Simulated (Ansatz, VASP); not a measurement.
GaN: VASP beside Ansatz

INCAR

```
  PREC = Accurate
  ENCUT = 520
  EDIFF = 1E-7
  ISMEAR = 0
  SIGMA = 0.05
  LREAL = False
  LASPH = True
  NELM = 60
  ALGO = Normal
  ISIF = 2
  LWAVE = False
  LCHARG = True
  GGA = PE
  LELF = True
  LVHAR = True
  NBANDS = 16
```

File KPOINTS:

```
Automatic mesh
0
Gamma
  12 12 12
```

Contents of POSCAR:

```
GaN
1.0
    0.0000000000      2.1206252628      2.5447503153
    2.1206252628      0.0000000000      2.5447503153
    2.1206252628      2.1206252628      0.0000000000
Ga N
1 1
Direct
    0.0000000000      0.0000000000      0.0000000000
    0.7500000000      0.7500000000      0.7500000000
```

Input for Ansatz:

```yaml
crystal:
  lattice:
    - [0.0, 2.1206252628, 2.5447503153]
    - [2.1206252628, 0.0, 2.5447503153]
    - [2.1206252628, 2.1206252628, 0.0]
  atoms:
    - { symbol: Ga, position: [0.0, 0.0, 0.0] }
    - { symbol: "N", position: [0.75, 0.75, 0.75] }
basis:
  ecutwfc: 420
kpoints:
  mp_grid: { grid: [12, 12, 12] }
hamiltonian:
  xc: pbe
scf:
  occupations: { method: gaussian, width: 0.05 }
output:
  forces: true
  stress: true
  eigenvalues: true
```

Alike in both runs: task single point; functional PBE; k mesh 12 × 12 × 12; occupations gaussian, width 0.05 eV; no spin polarisation.

|  | VASP | Ansatz |
| --- | --- | --- |
| version | VASP 6.6.1 | Ansatz 0.2.0 |
| potentials or method | VASP PAW PBE potentials, release 64 (Ga_d, N) | scalar-relativistic, plane waves, PAW |
| plane-wave cutoff (eV) | 520 | 420 |
| valence electrons in the cell | 18 | 18 |

Ansatz gave:

```
gap on the k mesh at the Fermi level (eV)       : 1.13
least direct gap on the mesh (eV)               : 1.13
pressure (GPa)                                  : 3.1
largest component of the traceless stress (GPa) : 22.00
```

Question: Which values does VASP return?

Answer: gap on the k mesh at the Fermi level (eV): 1.14; least direct gap on the mesh (eV): 1.14; pressure (GPa): 3.2; largest component of the traceless stress (GPa): 22.03.

A hybrid or GW would open this gap; PBE tends to underestimate it.
